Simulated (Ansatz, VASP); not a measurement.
**Cd in VASP and in Ansatz**

```
CELL_PARAMETERS angstrom
1.60803 0.92840 2.44929
-1.60803 0.92840 2.44929
0.00000 -1.85679 2.44929
ATOMIC_POSITIONS crystal
Cd 0.00000 0.00000 0.00000
```

This isn't the form of Cd at room conditions, which is hcp.

Alike in both runs: task single point; functional PBE; k mesh 10 × 10 × 10; occupations gaussian, width 0.05 eV; no spin polarisation.

|  | VASP | Ansatz |
| --- | --- | --- |
| version | VASP 6.6.1 | Ansatz 0.2.0 |
| potentials or method | VASP PAW PBE potentials, release 64 (Cd) | Ansatz PAW |
| plane-wave cutoff (eV) | 520 | 420 |
| valence electrons in the cell | 12 | 20 |

VASP gave:

```
gap on the k mesh at the Fermi level (eV)       : none
pressure (GPa)                                  : 2.4
largest component of the traceless stress (GPa) : 0.56
```

Problem. What did Ansatz give for the same quantities?

Solution. gap on the k mesh at the Fermi level (eV): none; pressure (GPa): 2.1; largest component of the traceless stress (GPa): 0.52.

A gap of «none» marks a metal or a gap that the smearing closes. The two sets of potentials don't hold the same shells in valence.
